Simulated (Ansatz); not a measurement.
# Li: elastic constants with PBE+D3(BJ)

Li:

```
Li
1.0
    -1.75465    1.75465    1.75465
     1.75465   -1.75465    1.75465
     1.75465    1.75465   -1.75465
Li
1
Direct
  0.00000 0.00000 0.00000
```

```
Program             : Ansatz 0.2.0
Task                : elastic constants
Functional          : PBE
Dispersion          : D3(BJ)
Potentials or basis : all-electron LAPW, non-relativistic
Cutoff              : 260 eV
Density cutoff      : 1040 eV
Basis error allowed : 0.001 eV/atom
k mesh              : 8 × 8 × 8
Occupations         : fermi-dirac, width 0.1 eV
Spin                : collinear spin, random start
Starting moments    : [1.0] μB
Fixed moment        : 1 μB
```

* Pressure: 0.3 GPa
* Absolute moment: 1.00 μB per cell
* Site moments: Li +0.59 μB
* Elastic constants C11, C12, C44: 21, 6, 17 GPa
* Voigt bulk modulus: 11 GPa

Elastic tensor in Voigt notation (GPa, in the Cartesian axes of the cell as first typed):
```
21  6  6  0  0  0
 6 21  6  0  0  0
 6  6 21  0  0  0
 0  0  0 17  0  0
 0  0  0  0 17  0
 0  0  0  0  0 17
```

It took 22 s on 1 thread of Arm Neoverse V2, with other jobs on the host, peak memory 0.31 GiB.

Caveat: the program listed the state as in doubt; the total moment is fixed, so each spin has its own Fermi level.
